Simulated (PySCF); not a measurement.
BAs under changes of volume

One of the cells (13.626 Å³/atom); the others are scaled copies at fixed shape and fractional positions:

```xyz
2
Lattice="0.0000 2.3885 2.3885 2.3885 0.0000 2.3885 2.3885 2.3885 0.0000" Properties=species:S:1:pos:R:3 pbc="T T T"
As    3.5827    3.5827    3.5827
B     0.0000    0.0000    0.0000
```

| Property | Result |
| --- | --- |
| Program | PySCF 2.14.0 |
| Functional | PBEsol |
| Potentials or basis | DZVP-MOLOPT-SR/GTH-PBE (potentials made for PBE) |
| k mesh | 5 × 5 × 5 |
| Occupations | fermi-dirac, width 0.05 eV |
| Spin | no spin polarisation |

```csv
volume (Å³/atom),energy over the lowest point (meV/atom),gap on the mesh (eV)
12.809,?,?
13.081,21.32,1.04
13.354,8.99,1.06
13.626,2.06,1.08
13.899,0.00,1.10
14.171,2.37,1.12
14.444,8.75,1.14
```

Task: What does the run at 12.809 Å³/atom give?

Result: Energy over the lowest point 39.60 meV/atom; gap on the mesh 1.02 eV.

Worked out: A Birch-Murnaghan fit of order 3 (a polynomial in V^(-2/3)) to the other rows has its minimum at 13.88 Å³/atom with B0 = V·E''(V) = 133 GPa and B' = 4.0. It gives 39.54 meV/atom at 12.809 Å³/atom, against the run's 39.60. A straight line through the other rows of the gap, of slope 1.01 eV per unit of ln V, extrapolates to 1.02 eV, against the run's 1.02.

Energies are extrapolated to zero smearing.

Caveats: all runs use coarse meshes; the potentials were made for another functional, which shifts forces and pressure; an odd mesh through Γ misses points on the zone boundary, where band edges often lie; the basis of atomic orbitals isn't converged, which shifts pressures, moduli and gaps. Spin-orbit coupling on As is left out.
